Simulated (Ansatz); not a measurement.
**GaP: where the heat goes in a short trajectory**

These are results of Ansatz, DFT PBE, scalar-relativistic, plane waves, PAW, not measurements. Cutoff 420 eV, shifted (0.5, 0.5, 0.5 steps) 2×2×2 k-points, Fermi–Dirac smearing of 0.069 eV. The mesh is coarse. No spin polarisation.

16 atoms start on the lattice sites below (V = 343.1 Å³, 1.02 times the source cell's; static pressure -1.31 GPa, largest force component 0.04 eV/Å) with velocities drawn for 800 K; Langevin thermostat aiming at the same temperature, fixed cell, 75 steps of 1.5 fs.

```
Ga P
1.0
     3.91177    6.77538    0.00000
     7.82353    0.00000    0.00000
     3.91177    2.25846   -6.47340
Ga P
8 8
Cartesian
  7.8235 4.5169 -4.4918
  11.7353 4.5169 -4.4918
  9.7794 7.9046 -4.4918
  13.6912 7.9046 -4.4918
  7.8235 4.5169 -1.9816
  3.9118 4.5169 -1.9816
  5.8676 1.1292 -1.9816
  1.9559 1.1292 -1.9816
  3.9118 2.2585 -5.3589
  7.8235 2.2585 -5.3589
  5.8676 5.6461 -5.3589
  9.7794 5.6461 -5.3589
  11.7353 6.7754 -1.1145
  7.8235 6.7754 -1.1145
  9.7794 3.3877 -1.1145
  5.8676 3.3877 -1.1145
```

```csv
t (fs),T (K),kinetic energy (meV/atom),potential energy over the first frame (meV/atom),P with the kinetic part (GPa)
0.0,750,96.9,0.0,-0.83
7.5,628,81.1,13.7,-0.71
15.0,407,52.7,43.6,-0.45
22.5,189,24.4,61.7,-0.41
30.0,253,32.7,55.9,-0.57
37.5,395,51.1,41.7,-0.77
45.0,504,65.1,34.6,-0.82
52.5,503,65.0,37.6,-0.82
60.0,463,59.8,45.0,-0.85
67.5,456,59.0,50.3,-0.90
75.0,438,56.7,59.4,-0.89
82.5,462,59.7,66.5,-0.91
90.0,519,67.1,68.4,-1.00
97.5,589,76.1,71.3,-1.03
105.0,527,68.1,74.8,-1.05
112.5,535,69.1,76.3,-0.96
```

T counts 3N degrees of freedom. Means over every step of the second half, not only the rows shown: T = 491 K, kinetic energy 63.4 meV/atom, potential energy 63.4 meV/atom, P = -0.95 GPa.

Problem. Does the potential energy follow equipartition for harmonic vibrations?

Solution. In a harmonic crystal each vibration holds as much potential as kinetic energy on average; T is counted on all 3N degrees of freedom here, and the thermostat also drives the centre of mass, which has no potential energy, so the share is (N − 1)/N of the kinetic energy, 59.5 meV/atom. The run has 63.4, a ratio of 1.07. That is near one, as for a crystal vibrating about its sites. So short a run gives a rough mean. T is still well under the temperature that the thermostat aims for.

Problem. Split the rise of pressure into the kinetic part and the rest. Can a thermal Grüneisen parameter be estimated?

Solution. The program counts the kinetic part as N k_B T/V = 0.32 GPa. The pressure lies 0.36 GPa over the static one in all, so the forces add 0.05 GPa. For a harmonic mode with ω ∝ V^(−γ) and an amplitude that scales with the cell, the forces add (2γ − 2/3)U/V, which needs no equipartition; when U equals the kinetic energy K, this and the kinetic part 2K/(3V) sum to the Mie–Grüneisen γE_th/V. With U = N × 63.4 meV, γ = 1/3 + V ΔP_forces/(2U) = 0.38, for harmonic vibrations a mean over the modes weighted by their potential energy, for uniform scaling of the cell (in a layered or otherwise anisotropic crystal this differs from γ under hydrostatic pressure). Most solids fall between 1 and 3, and tetrahedral, framework and layered ones often lower; anharmonic motion and pressure swings in a cell of 16 atoms make this value uncertain by tenths or more.

Cost: 1 run of about 5.9 core-minutes (earlier runs that led there not counted), on Intel Xeon 6975P-C (Granite Rapids) (shared hosts).